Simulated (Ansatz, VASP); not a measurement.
Two plane-wave programs on Sb

INCAR

```
SYSTEM = Sb
ALGO = Normal
EDIFF = 1E-7
EDIFFG = -0.01
ENCUT = 600
GGA = PE
IBRION = 2
ISIF = 3
ISMEAR = -1
IVDW = 12
LASPH = .TRUE.
LCHARG = .FALSE.
LREAL = .FALSE.
LWAVE = .FALSE.
NELM = 60
NSW = 60
PREC = Accurate
SIGMA = 0.05
```

KPOINTS

```
k-points
0
G
  10 10 10
  0 0 0
```

Contents of POSCAR:

```
Sb
1.0
    0.0000000000      2.3712425216      2.3712425216
    2.3712425216      0.0000000000      2.3712425216
    2.3712425216      2.3712425216      0.0000000000
Sb
1
Direct
    0.0000000000      0.0000000000      0.0000000000
```

File input.yaml:

```yaml
crystal:
  lattice:
    - [0.0, 2.3712425216, 2.3712425216]
    - [2.3712425216, 0.0, 2.3712425216]
    - [2.3712425216, 2.3712425216, 0.0]
  atoms:
    - { symbol: Sb, position: [0.0, 0.0, 0.0] }
hamiltonian:
  xc: pbe
  pseudopotentials: { kind: paw }
  dispersion: d3bj
kpoints:
  mp_grid: { grid: [10, 10, 10] }
scf:
  occupations: { method: fermi_dirac, width: 0.05 }
output:
  forces: true
  stress: true
  eigenvalues: true
relax:
  f_tol: 0.01
  max_steps: 40
  cell: { stress_tol: 0.05 }
```

This isn't the form of Sb at room conditions, which is rhombohedral.

Alike in both runs: task relaxation of cell and atoms; functional PBE; dispersion D3(BJ); k mesh 10 × 10 × 10; occupations fermi-dirac, width 0.05 eV; no spin polarisation.

```csv
,VASP,Ansatz
version,VASP 6.6.1,Ansatz 0.2.0
potentials or method,"VASP PAW PBE potentials, release 64 (Sb)",Ansatz PAW
plane-wave cutoff (eV),600,420
valence electrons in the cell,5,15
```

Ansatz gave:

```
gap on the k mesh at the Fermi level, each at its own relaxed structure (eV) : none
relaxed volume (Å³/atom)                                                     : 26.09
relaxed cell length with the largest relative difference (Å)                 : 3.329
energy change over the relaxation (meV/atom)                                 : -2
```

Question: Estimate VASP's values.

Answer: gap on the k mesh at the Fermi level, each at its own relaxed structure (eV): none; relaxed volume (Å³/atom): 26.03; relaxed cell length with the largest relative difference (Å): 3.326; energy change over the relaxation (meV/atom): -3.

A gap of «none» marks a metal or a gap that the smearing closes. The two sets of potentials don't hold the same shells in valence.

Caveats: pairwise dispersion overbinds metals, which lowers pressure and volume; the plane-wave basis is chosen anew once the cell has moved, so the energies of steps on either side of that aren't comparable (Ansatz). Spin-orbit coupling is left out, which matters for the levels of Sb.
